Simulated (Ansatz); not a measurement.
Set up this calculation in Ansatz 0.2.0, as the native input.

```
Task                : phonons
Functional          : PBEsol
Potentials or basis : all-electron LAPW, scalar-relativistic
Cutoff              : 213 eV (chosen from the basis error)
Basis error allowed : 0.002 eV/atom
k mesh              : 6 × 6 × 5
Occupations         : fermi-dirac, width 0.05 eV
Spin                : no spin polarisation
```

The system is HgTe.

```
CELL_PARAMETERS angstrom
2.99252 -3.46693 0.00000
2.99252 3.46693 0.00000
0.00000 0.00000 5.79816
ATOMIC_POSITIONS crystal
Hg 0.65695 0.34305 0.25000
Hg 0.34305 0.65695 0.75000
Te 0.21519 0.78481 0.25000
Te 0.78481 0.21519 0.75000
```

Measurements of this composition are mostly on another form, of space group No. 216.

One way to write it, as run:

input.yaml

```yaml
crystal:
  lattice:
    - [2.992518, -3.466929, 0.0]
    - [2.992518, 3.466929, 0.0]
    - [0.0, 0.0, 5.798157]
  atoms:
    - { symbol: Hg, position: [0.65695, 0.34305, 0.25] }
    - { symbol: Hg, position: [0.34305, 0.65695, 0.75] }
    - { symbol: Te, position: [0.215191, 0.784809, 0.25] }
    - { symbol: Te, position: [0.784809, 0.215191, 0.75] }
kpoints:
  mp_grid: { grid: [6, 6, 5] }
scf:
  occupations: { method: fermi_dirac, width: 0.05 }
hamiltonian:
  xc: pbesol
  pseudopotentials: { kind: all_electron, lapw: { basis_error: 0.002 } }
output: {}
phonons:
  method: fd
  supercell: [1, 1, 1]
```

Potentials or basis: all-electron LAPW, scalar-relativistic.

The run is started by

```sh
$ ansatz run input.yaml --threads 2 --pin off --max-ram 8192MiB --backend cpu --events-out ev --progress --plain --runs-dir out
```

Results of the run:

The largest force is 0.202 eV/Å, the band gap on the k mesh is none (metal or under the smearing width) and the highest phonon frequency at Γ is 110 cm⁻¹.

Caveat: a metal's response needs a denser mesh.

Wall time 6.1 min on 2 threads of Arm Neoverse V2 (shared host), peak memory 0.81 GiB.
